The table below shows how far the energy and pressure of a metal lie from a reference calculation at several occupation widths. In which row can neither the occupation rule nor the width be to blame for the difference, and what does that row measure?

In3Se in the Cu3Au structure (a = 4.804 Å), computed with Ansatz 0.2.0 (plane-wave PAW, scalar-relativistic PBE, no spin polarisation, 420 eV cutoff) and Gaussian smearing on a 5×5×5 k mesh. The reference uses a 10×10×10 mesh and a Gaussian width of 0.1 eV. Energy is extrapolated to zero smearing; pressure is positive in compression and corrected for the finite cutoff.

```
occupation width (eV)  energy less reference (meV/atom)  free energy less reference (meV/atom)  pressure less reference (GPa)
                 0.01                              17.3                                   18.4                          0.547
                 0.05                              17.3                                   18.0                          0.527
                  0.1                              17.4                                   16.3                          0.466
                  0.2                              15.8                                   10.9                          0.419
                  0.4                              12.7                                  -4.07                          0.334
```

It is the row at 0.1 eV, and it measures the mesh alone. Every row contains the error of the coarser mesh, but only this one has both the rule and the width of the reference. Its energy lies 17.4 meV/atom above the reference, or about 1.7 kJ per mole of atoms. The coarse mesh samples 5×5×5 = 125 points of the Brillouin zone where the reference samples 1000. In an insulator that would matter less, because every band is either full or empty and its energy varies smoothly from point to point. In a metal some bands cross the Fermi level, and each point has to decide for a whole block of the zone how much of such a band is filled.

Does the energy converge as the width is made smaller? It settles, but on the wrong value. From 0.1 eV down to 0.01 eV the zero-smearing energy changes by only 0.1 meV/atom, which is no more than the last printed digit. The limit of vanishing width is therefore well reached, but it is the limit of this mesh. The steady value shows that the width no longer matters for this energy, while the total is still off by about 17 meV/atom, and that is relative to a 10×10×10 mesh whose own error is unknown.

Why does the free energy react to the width so much more strongly? Smearing lets electrons near the Fermi level occupy levels somewhat above it and leaves holes below. With an occupation width σ, the number of electrons moved is proportional to σ, and each is raised by an energy of order σ, so the cost grows as σ². The entropy term TS that belongs to the smearing also grows as σ², and it is subtracted in the free energy F = E − TS, where E is the energy with the smeared occupations. For Gaussian smearing and a density of states D that is constant near the Fermi level, the integrals give

E rises by Dσ²/4
TS = Dσ²/2
F falls by Dσ²/4

The two shifts are equal and opposite, so the mean of E and F is free of the σ² term. This mean is the energy at zero smearing, and it can also be written as F + TS/2. The table bears out the difference in behaviour. Between the narrowest and the broadest width the free-energy error falls by 22.5 meV/atom, of which 17.9 come from the growth of TS/2 and only 4.6 from the zero-smearing energy.

Could the fall have been estimated beforehand? One number from the reference run is enough for a first attempt: its TS/2 is 1.19 meV/atom at a width of 0.1 eV. At 0.4 eV the width is four times as large, so the term should be sixteen times as large, about 19.1 meV/atom. The reference already contains 1.19 of this, which leaves a lowering of 17.9. If the mesh error stays at the 17.4 meV/atom of the 0.1 eV row, the free-energy error becomes

17.4 − 17.9 = −0.5 meV/atom

The calculation gives −4.07 meV/atom. The estimate, in which the 0.4 eV row had no part, thus accounts for most of the fall and ends 3.6 meV/atom too high. The main reason is that the error of the zero-smearing energy was held fixed, whereas it in fact drops by 4.7 meV/atom between these two rows. A least-squares line in σ² through all five rows follows the free energy somewhat more closely than a line in σ. When each row in turn is predicted from the other four, however, the two do about equally badly, so the σ² law rests on the derivation more than on the fit.

Does the coarse mesh at least see the right density of states at the Fermi level? That depends on how wide a window the smearing opens. At 0.1 eV the coarse mesh has 1.9 times the entropy of the dense one, although rule and width are the same. At 0.4 eV its entropy is within about 6 % of the value scaled up from the dense mesh by the σ² law, which takes the density of states as constant over the whole window. A narrow window catches only a few of the widely spaced levels, and their chance positions decide the result, while a broad window averages over many.

A pair of levels with the same energy shows how this happens. In the reference run, at a k point that both meshes share, the pair lies 0.107 eV above the Fermi level. Its contribution to the entropy, relative to that of a pair exactly at the Fermi level, is exp(−(0.107 eV/σ)²). That is 1 % at a width of 0.05 eV, but 32 % at 0.1 eV. On the coarse mesh the Fermi level lies a little differently, so there these shares are only a guide. But such a point stands for eight times the volume that it has on the dense mesh, so the entry of its levels into the window is felt far more. The pair is only an example, since most of the coarse mesh's entropy at 0.1 eV must come from other levels.

Is 0.4 eV then the best width, since its free-energy error is the smallest in size? No, because the small number is a cancellation. The coarse mesh puts the energy too high and the smearing puts the free energy too low, and near this width the two nearly balance. The zero-smearing energy, from which most of the smearing effect has been removed, is still 12.7 meV/atom too high. The σ² law even suggests that a better mesh at the same width would make the free-energy error larger in size, about −18 meV/atom, because the smearing term would remain with little left to offset it.

The drop of the zero-smearing energy at 0.2 and 0.4 eV is harder to judge. Broad smearing does soften the all-or-nothing choice at each k point, and this may have repaired part of the mesh error. But a density of states that varies within the window also leaves terms beyond σ², which the mean of E and F does not remove. Runs with broad smearing on the dense mesh would tell the two apart; until then the drop should not be read as an improvement in accuracy.

What does the mesh do to the pressure, and hence to a predicted cell size? The coarse mesh raises the pressure at this volume, so it would predict a larger cell. Before any correction for the finite cutoff, even the sign changes. At 0.01 eV the coarse mesh gives a pressure of +0.225 GPa, and its error is 0.547 GPa, so the reference pressure is 0.225 − 0.547 = −0.322 GPa. Taken at face value, with compression counted as positive, the coarse mesh says that the cell wants to expand and the dense mesh says that it wants to shrink. Broader smearing reduces the error by 39 % at most, and the sign stays opposite to that of the reference in every row. At 0.4 eV the pressure itself is almost zero, which could be mistaken for a cell at its equilibrium volume. The cutoff correction would shift all these pressures almost equally and could change their signs, so the differences are safer than the signs.

What would change with another occupation rule or another material? First-order Methfessel-Paxton smearing is built to remove the σ² term from the free energy, so the steep fall in that column should largely disappear. It adds no k points, however, and as the width goes to zero every rule fills the levels in the same way, so on this mesh the error of the zero-smearing energy should end near the same 17 meV/atom under all of them. For a constant density of states, Fermi-Dirac occupation with k_BT set equal to σ would lower the free energy about 6.6 times as much, since its prefactor is π²/6 in place of 1/4. The same width parameter therefore means different things under different rules.

For another material the density of states at the Fermi level is the quantity to look at. Twice the density doubles the smearing term at a given width, and a gap much wider than σ removes it. The mesh error follows no such simple rule, because it depends on where the sampled levels happen to lie. The practical order is therefore to refine the k mesh at a fixed moderate width until energy and pressure stop moving, and only then to vary the width, with a new check of the mesh if the width is made smaller. Varying the width first, as the rows up to 0.1 eV show, can give a steady energy that is steadily wrong.
